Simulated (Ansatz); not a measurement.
`C=C1CC1[SiH3]` → `C=C1CC1` + `[SiH2]` at 298.15 K and 1 bar (silylene formation by 1,1-elimination).

Computed with Ansatz on PBE0-D4/def2-TZVP structures; ΔE is electronic, products minus reactants. CCSD(T)/CBS adds triple-zeta CCSD(T) − MP2 to the extrapolated MP2 energy (def2 sets, frozen cores). This one scheme is used for every species.

```csv
species,CCSD(T)/CBS energy (Eh),H − E (kJ/mol),S (J/(mol·K))
`C=C1CC1[SiH3]`,-446.02876,283.4,329.7
`C=C1CC1`,-155.74625,237.8,269.3
`[SiH2]`,-290.19011,40.6,207.5
```

H − E and S are ideal-gas, rigid-rotor, harmonic terms from PBE0-D4/def2-TZVP, for one conformer and one mirror image of each species. 1 Eh = 2625.50 kJ/mol, R = 8.31446 J/(mol·K).

Problem. By hand: ΔE, ΔH, ΔS and ΔG.

Solution. ΔE = (-155.74625) + (-290.19011) − (-446.02876) = 0.09240 Eh = 242.6 kJ/mol. Δ(H − E) = 237.8 + 40.6 − 283.4 = -5.0, so ΔH = 237.6 kJ/mol. ΔS = 269.3 + 207.5 − 329.7 = 147.1 J/(mol·K). ΔG = 237.6 − 298.15 × (147.1)/1000 = 193.7 kJ/mol.

Problem. By hand: the equilibrium constant, and the temperature at which ΔG would vanish if ΔH and ΔS stayed fixed.

Solution. log₁₀ K = −ΔG/(RT ln 10) = -33.9. ΔG = 0 at ΔH/ΔS = 1615 K.

The number of gas molecules changes by +1, which sets the sign of ΔS. A doubt of 5 kJ/mol in ΔE shifts log₁₀ K by 0.9 here. Other conformers and mirror images would add mixing entropy, several J/(mol·K) or more a flexible species. These are equilibria of isolated gas molecules and say nothing of rates. Largest T1 diagnostic: 0.014 (customary marks: 0.02 for closed shells, 0.045 for open ones).
